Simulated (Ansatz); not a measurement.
```
CELL_PARAMETERS angstrom
0.00000 2.72531 2.72531
2.72531 0.00000 2.72531
2.72531 2.72531 0.00000
ATOMIC_POSITIONS crystal
Na 0.00000 0.00000 0.00000
I 0.50000 0.50000 0.50000
```

RPA correlation and exact exchange on PBE orbitals, hard PAW set made for 700 eV (Ansatz); 4×4×4 mesh, wave cutoff 700 eV, correlation extrapolated to infinite response cutoff from cutoffs up to 280 eV, 26 electrons, all correlated, 277 empty bands, long-wavelength term: optical limit. No spin-orbit coupling. The band count ends below the top response cutoff.

The cell is then scaled evenly to 1.128 times this volume.

Energy change of the cell: PBE -0.745 eV (mean pressure +23.1 GPa).

(1) What change follows for the Hartree-Fock expression on these orbitals, RPA correlation and the RPA total?

Answers

(1) The Hartree-Fock expression on these orbitals: -0.939 eV (mean pressure +29.1 GPa). RPA correlation: +0.262 eV (mean pressure -8.1 GPa). The RPA total: -0.677 eV (mean pressure +21.0 GPa).

This ran on a trial build of the method. The cell is a model at fixed atoms and needn't be the relaxed known crystal. The correlation step scatters with the plane-wave count, here by about 0.01 eV. The mesh is coarse, so these steps aren't converged.
